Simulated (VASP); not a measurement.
**TlBr: single point with PBE+D3(BJ)**

The system is TlBr.

```
CELL_PARAMETERS angstrom
-3.97918 0.00000 -3.97918
0.00000 -3.97918 -3.97918
-3.97918 -3.97918 0.00000
ATOMIC_POSITIONS crystal
Tl 0.00000 0.00000 0.00000
Tl 0.50000 0.50000 0.50000
Br 0.25000 0.25000 0.25000
Br 0.75000 0.75000 0.75000
```

The cell isn't the ideal one: the relaxed cell repeated 2 times.

* Program: VASP 6.6.1
* Task: single point
* Functional: PBE
* Dispersion: D3(BJ)
* Potentials or basis: VASP PAW PBE potentials, release 64 (Tl_d, Br)
* Cutoff: 520 eV
* k mesh: 6 × 6 × 6
* Occupations: gaussian, width 0.05 eV
* Spin: no spin polarisation
* Dipole correction: no
* Further INCAR settings: ALGO = Normal; EDIFF = 1e-06; NBANDS = 28

The pressure is 0.0 GPa, the band gap on the k mesh is 1.86 eV and the dispersion energy per atom is -0.274 eV.

Levels at points of the mesh, in eV from the valence-band top:
```tsv
k point	band 17	band 18	band 19	band 20	band 21	band 22	band 23	band 24
(0.00, 0.00, 0.00)	-1.92	-1.31	-1.31	-1.31	2.14	2.14	2.14	7.01
(0.50, 0.00, 0.00)	-1.85	-1.85	-0.58	-0.58	4.45	4.45	4.45	4.45
(0.50, 0.50, 0.00)	-0.80	-0.80	-0.72	0.00	1.86	4.87	4.87	5.77
```

Run time: 30 s on 1 thread of Intel(R) Xeon(R) 6975P-C (Granite Rapids), on a shared host, peak memory 0.27 GiB.

Caveat: spin-orbit coupling is left out, which as a rule narrows the gap of such compounds by several tenths of an eV. A k mesh can miss the band edges.
